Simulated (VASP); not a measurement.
Runs of VASP 6.6.1 on Pd. The cell holds a slab with vacuum, 16 atoms: a = 5.501 Å, b = 5.501 Å, c = 23.238 Å, α = 90.00°, β = 90.00°, γ = 60.00°. The cell was built by a generator and needn't be a form met in nature.

```tsv
task	level	cell	atoms held fixed (from 0)	gap on the mesh (eV)	largest force (eV/Å)
single point	optB86b-vdW	P3m1, 38.07 Å³/atom	-	none	(a)
single point	RPBE+D3(BJ)	P3m1, 38.07 Å³/atom	-	none	1.11
single point	PBE	P3m1, 38.07 Å³/atom	-	none	0.30
relaxation of the atoms	PBE+D3(BJ)	atoms relaxed	[0, 1, 2, 3, 4, 5, 6, 7]	none	-
single point	RPBE	P3m1, 38.07 Å³/atom	-	none	0.50
```

Alike in all rows: potentials or basis VASP PAW PBE potentials, release 64 (Pd); no spin polarisation; k mesh 6 × 6 × 1; cutoff (eV) 400; smearing methfessel-paxton 0.1 eV.

Problem. Estimate the missing entries.

Solution. (a) 0.10.

Caveats: the PAW data sets were made with another functional, which shifts forces and pressure a little (some runs).

A k mesh can miss the band edges, and the runs leave out spin-orbit coupling on Pd.

A gap of «none» marks a metal or a gap under the smearing width.
